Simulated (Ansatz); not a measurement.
# SnS2: the cost of one run

Program: Ansatz 0.2.0. Level of theory: DFT PBE+D3(BJ), scalar-relativistic, plane waves, PAW. These are calculated values, not measurements.

### Step 1. The system as given

It takes space group P-3m1 (No. 164, trigonal). The conventional cell has a = 3.598 Å, b = 3.598 Å, c = 25.394 Å, α = 90.00°, β = 90.00°, γ = 120.00°. S (site symmetry 3m) has 3 Sn at 2.53 Å as nearest neighbours. Sn (site symmetry 3m) is surrounded by 6 S at 2.53 Å.

Coordinates:

```cif
data_structure
_symmetry_space_group_name_H-M 'P-3m1'
_symmetry_Int_Tables_number 164
_cell_length_a 3.5983
_cell_length_b 3.5983
_cell_length_c 25.3937
_cell_angle_alpha 90.000
_cell_angle_beta 90.000
_cell_angle_gamma 120.000
_cell_volume 284.74
loop_
_atom_site_label
_atom_site_type_symbol
_atom_site_symmetry_multiplicity
_atom_site_Wyckoff_symbol
_atom_site_fract_x
_atom_site_fract_y
_atom_site_fract_z
_atom_site_occupancy
S1 S 2 d 0.33333 0.66667 0.33473 1
Sn1 Sn 2 c 0.00000 0.00000 0.39182 1
S2 S 2 d 0.66667 0.33333 0.44892 1
```

Two layers cut from the bulk, bulk lattice in the plane.

### Step 2. Relaxing the atoms

input.yaml

```yaml
crystal:
  lattice:
    - [3.59830034, 0.0, 0.0]
    - [-1.79915017, 3.11621951, 0.0]
    - [0.0, 0.0, 25.3937334486]
  atoms:
    - { symbol: S, position: [0.33333333, 0.66666667, 0.3347282516] }
    - { symbol: Sn, position: [0.0, 0.0, 0.391823701] }
    - { symbol: S, position: [0.66666667, 0.33333333, 0.4489191504] }
    - { symbol: S, position: [0.33333333, 0.66666667, 0.5510808496] }
    - { symbol: Sn, position: [0.0, 0.0, 0.608176299] }
    - { symbol: S, position: [0.66666667, 0.33333333, 0.6652717484] }
basis:
  ecutwfc: 420.0
  fft_grid_basis: typed
kpoints:
  mp_grid: { grid: [9, 9, 1] }
hamiltonian:
  xc: pbe
  dispersion: d3bj
  pseudopotentials: { kind: paw }
scf:
  occupations: { method: gaussian, width: 0.05 }
output:
  forces: true
  eigenvalues: true
efield:
  axis: 3
  dipole_correction: true
  ramp_width: 0.04
relax:
  adjacent_minimum: "off"
  f_tol: 0.04
  max_steps: 40
```

The run is started by

```
$ ansatz run input.yaml --threads 1 --pin off --max-ram 2211MiB --backend cpu --events-out ev --progress --plain --runs-dir out
```

**Question.** How long does this run take on 1 thread of Arm Neoverse V2, shared host, and how much memory does it need?

About 50 s, with a peak of 0.45 GiB.
